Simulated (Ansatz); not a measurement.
## BaS: frozen-core PAW against all-electron methods

```yaml
crystal:
  lattice:
    - [0.06388, 3.22569, 3.22569]
    - [3.22569, 0.06388, 3.22569]
    - [3.22569, 3.22569, 0.06388]
  atoms:
    - { symbol: Ba, position: [0.00000, 0.00000, 0.00000] }
    - { symbol: S, position: [0.50000, 0.50000, 0.50000] }
```

Atom numbers follow the list: Ba1, S2.

The cell comes from COD entry 9008600, which wasn't checked; take it as a given geometry. The listed cell was then made from it by scaling, straining or moving an atom.

No spin–orbit coupling, which matters for the heavy atoms here.

All numbers are computed: DFT, LDA, PAW with Ansatz's default frozen-core files, scalar-relativistic (Ansatz 0.2.0); DFT, LDA, all-electron PAW with datasets made for the crystal, scalar-relativistic (Ansatz 0.2.0); DFT, LDA, all-electron LAPW, scalar-relativistic (Ansatz 0.2.0).

For PAW: a Γ-centred 7×7×7 k mesh, Fermi–Dirac smearing of 0.01 eV, cutoff 420 eV, no spin polarisation; the PAW files were made with PBE, and the program remakes their frozen cores for this functional. The crystal-made all-electron datasets (AE datasets) take a cutoff of 260 eV at this cell. LAPW targets a basis error of 0.25 meV/atom. The Ansatz runs share mesh, smearing and spin set-up. Plane-wave (PAW) pressures include the program's estimate of the Pulay term.

Stress and pressure are positive in compression.

The change that made this cell: equal xy, yz and zx engineering shear strains of +2 %.

Spin–orbit coupling is left out, which moves gradients at and beside heavy atoms by some per cent and at worst by a factor of two.

```csv
quantity,PAW,AE datasets,LAPW
pressure (GPa),-2.48,-2.48,-2.48
stress yz (GPa),-0.41,-0.41,-0.41
stress xz (GPa),-0.41,-0.41,-0.41
stress xy (GPa),-0.41,-0.41,-0.41
band gap (eV),2.036,2.037,1.978
field gradient Vzz at Ba1 (10²¹ V/m²),-1.39,-1.41,–
field gradient Vzz at S2 (10²¹ V/m²),0.31,0.31,–
```

PAW's pressure differs from the LAPW value by about 0.01 GPa or less.
